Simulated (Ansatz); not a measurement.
A run of Ansatz 0.2.0 is set up as follows.

Contents of input.yaml:

```yaml
crystal:
  lattice:
    - [0.007989, 1.91122, 1.904862]
    - [1.922209, -0.015724, 1.928576]
    - [1.904373, 1.917099, 0.002111]
  atoms:
    - { symbol: Ir, position: [-0.052847, 0.00494, 0.006581] }
kpoints:
  mp_grid: { grid: [9, 9, 9] }
  band_path:
    path: [[0.0, -0.5, 0.0], [0.0, 0.0, 0.0], [0.0, 0.0, -0.5]]
    npoints: 6
scf:
  occupations: { method: fermi_dirac, width: 0.05 }
hamiltonian:
  xc: pbe
  dispersion: d3bj
  pseudopotentials:
    kind: all_electron
    lapw: { basis_error: 0.002 }
    relativity: none
  hubbard:
    sites: [{ species: Ir, l: d, u_eff: 8 }]
    double_counting: fll
    projectors: ortho-atomic
magnetization:
  noncollinear: true
output:
  forces: true
  stress: true
  eigenvalues: true
  fatbands: true
  dos: { projected: true, de: 0.1, e_range: [-14, 6] }
  populations: true
  hubbard: {}
```

Potentials or basis: all-electron LAPW, non-relativistic.

Launch:

```bash
$ ansatz run input.yaml --threads 1 --pin off --max-ram 2560MiB --backend cpu --events-out ev --progress --plain --runs-dir out
```

Task: What does it give for the band gap along the path?

Result: None (metal or under the smearing width).

Task: What does it give for the absolute moment?

Result: 0.00 μB per cell.

Moments on the atoms (μB; x, y, z):
```
Ir  0.00 0.00 0.00
```

Caveat: relativity is left out, which matters for the heavier elements; spin-orbit coupling is left out, which moves the levels of the heavy elements; the U is typed as a test and isn't derived for this compound. The state reached can hang on the start; a lower one may exist.
